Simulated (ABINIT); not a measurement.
C, 8 atoms in the cell. The typed cell holds 8 atoms: a = 2.522 Å, b = 2.522 Å, c = 8.237 Å, α = 90.00°, β = 90.00°, γ = 120.00°. This is a hexagonal form of diamond, not graphite. The cell isn't the ideal one: atoms moved at random, drawn with an rms of 0.05 Å.

```yaml
Program: ABINIT 10.8.3 (patched build)
Task: single point
Functional: PBE
Potentials_or_basis: JTH PAW PBE v2.0
Cutoff: 517 eV
k_mesh: 12 × 12 × 4
Occupations: fermi-dirac, width 0.05 eV
Spin: no spin polarisation
Fine-grid_cutoff: 1034.03 eV
```

Potentials or basis: JTH PAW PBE v2.0.

Launch:

```console
$ abinit run.abi > log 2>&1
```

Hardware: 1 thread of Arm Neoverse V2, with other jobs on the host.

Task: Estimate the wall time of this run.

Result: Run time: 3.9 min on 1 thread of Arm Neoverse V2, with other jobs on the host, peak memory 0.29 GiB. Counts: scf iterations 13, mpi ranks 1, k points 292, bands 21, plane waves 1237.
